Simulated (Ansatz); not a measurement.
Crystal: Si2W.

```
W Si
1.0
    -1.60690    1.60690    3.91495
     1.60690   -1.60690    3.91495
     1.60690    1.60690   -3.91495
W Si
1 2
Direct
  0.00000 0.00000 0.00000
  0.66530 0.66530 0.00000
  0.33470 0.33470 0.00000
```

* Program: Ansatz 0.2.0
* Task: relaxation of cell and atoms
* Functional: BLYP
* Potentials or basis: Ansatz PAW
* Cutoff: 420 eV (not typed: the program's choice for these potentials)
* k mesh: 12 × 12 × 12
* Occupations: fermi-dirac, width 0.05 eV
* Spin: no spin polarisation

At the start: volume 13.48 Å³/atom.

Problem. How do energy, volume and symmetry change on relaxing?

Solution. It ends after 7 steps and the volume is 14.29 Å³/atom (+6.0 %); space group I4/mmm (No. 139, to 0.05 Å).

The path:
```tsv
step	energy change (eV)	largest force (eV/Å)	volume (Å³)
1	0.0000	0.0020	40.44
2	-0.0786	0.1541	43.55
3	-0.0876	0.0650	42.93
4	-0.0879	0.0209	42.86
5	-0.0879	0.0044	42.87
6	-0.0879	0.0001	42.88
7	-0.0889	0.0001	42.88
```

Final structure:
```xyz
3
Lattice="-1.6423 1.6423 3.9741 1.6423 -1.6423 3.9741 1.6423 1.6423 -3.9741" Properties=species:S:1:pos:R:3 pbc="T T T"
W     0.0000    0.0000    0.0000
Si    0.0000    0.0000    5.2787
Si    0.0000    0.0000    2.6695
```

Caveat: the plane-wave basis is chosen anew once the cell has moved, so the energies of steps on either side of that aren't comparable; the PAW data sets come from PBE, with cores solved anew for the run's functional, which leaves a small shift of forces and pressure.
